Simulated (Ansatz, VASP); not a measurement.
ZnS: VASP beside Ansatz

Contents of INCAR:

```
SYSTEM = ZnS
PREC = Accurate
ENCUT = 520
EDIFF = 1E-7
ISMEAR = 0
SIGMA = 0.05
LREAL = .False.
LASPH = .True.
NELM = 100
ALGO = Normal
ISIF = 2
LWAVE = .False.
LCHARG = .True.
GGA = PE
LELF = .True.
LVHAR = .True.
NBANDS = 16
```

KPOINTS

```
Automatic mesh
0
Gamma
  10 10 10
  0 0 0
```

File POSCAR:

```
ZnS
1.0
    0.0000000000      2.7046500000      2.7452197500
    2.7046500000      0.0000000000      2.7452197500
    2.7046500000      2.7046500000      0.0000000000
Zn S
1 1
Direct
    0.0000000000      0.0000000000      0.0000000000
    0.7500000000      0.7500000000      0.7500000000
```

Input for Ansatz:

```yaml
crystal:
  lattice:
    - [0.0, 2.70465, 2.74521975]
    - [2.70465, 0.0, 2.74521975]
    - [2.70465, 2.70465, 0.0]
  atoms:
    - { symbol: Zn, position: [0.0, 0.0, 0.0] }
    - { symbol: S, position: [0.75, 0.75, 0.75] }
basis:
  ecutwfc: 420
kpoints:
  mp_grid: { grid: [10, 10, 10] }
hamiltonian:
  xc: pbe
scf:
  occupations: { method: gaussian, width: 0.05 }
output:
  forces: true
  stress: true
  eigenvalues: true
```

Change from the starting cell: strain +0.000 along x and y, +0.015 along z, atoms carried along.

Alike in both runs: task single point; functional PBE; k mesh 10 × 10 × 10; occupations gaussian, width 0.05 eV; no spin polarisation.

|  | VASP | Ansatz |
| --- | --- | --- |
| version | VASP 6.6.1 | Ansatz 0.2.0 |
| potentials or method | VASP PAW PBE potentials, release 64 (Zn, S) | scalar-relativistic, plane waves, PAW |
| plane-wave cutoff (eV) | 520 | 420 |
| valence electrons in the cell | 18 | 18 |

Ansatz gave:

* gap on the k mesh at the Fermi level (eV): 2.01
* least direct gap on the mesh (eV): 2.01
* pressure (GPa): 0.3
* largest component of the traceless stress (GPa): 0.42

Which values does VASP return?

gap on the k mesh at the Fermi level (eV): 2.02; least direct gap on the mesh (eV): 2.02; pressure (GPa): 0.4; largest component of the traceless stress (GPa): 0.42.
